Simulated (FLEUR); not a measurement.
Runs of FLEUR MaX-R8.1 (later development tree) on Ge. The structure is hexagonal, space group P6_3/mmc (No. 194). The conventional cell has a = 3.998 Å, b = 3.998 Å, c = 6.599 Å, α = 90.00°, β = 90.00°, γ = 120.00°. Around Ge (site symmetry 3m) lie 4 Ge at 2.45 to 2.47 Å. This isn't the form of Ge at room conditions, which is diamond.

| task | level | spin | k mesh | gmax | muffin-tin radii | max iterations | mixing factor | mixer | kmax | gap on the mesh (eV) | V0 of scaled cells (Å³/atom) | B0 (GPa) |
| --- | --- | --- | --- | --- | --- | --- | --- | --- | --- | --- | --- | --- |
| equation of state | PBEsol | off | 8 × 8 × 4 | 14.6 1/bohr | Ge 2.08 bohr | - | - | - | 4.71 1/bohr | - | 22.82 | 67 |
| equation of state | LDA | off | 8 × 8 × 4 | 14.6 1/bohr | Ge 2.08 bohr | - | - | - | 4.71 1/bohr | - | (a) | 71 |
| single point | PBEsol | off | 8 × 8 × 4 | 14.6 1/bohr | Ge 2.08 bohr | 60 | 0.05 | Anderson | 4.71 1/bohr | 0.10 | - | - |
| band structure | r2SCAN | off | 8 × 8 × 4 | 14.1 1/bohr | Ge 2.15 bohr | 80 | 0.05 | Anderson | 4.56 1/bohr | 0.10 | - | - |

Alike in all rows: potentials or basis all-electron, FLAPW; cell as given; smearing fermi-dirac 0.05 eV.

**Question.** Estimate the missing entries.

**Answer.** (a) 22.16.

Caveats: the cell was scaled at fixed shape and fractional positions, which overstates the stiffness of a crystal with free parameters, most of all of layers and chains (some runs); the meta-GGA is that of a development version, with a GGA for the radial functions and cores and without core tails (some runs).

A k mesh can miss the band edges, and the runs leave out spin-orbit coupling on Ge.

Not every run made on this cell is shown here.
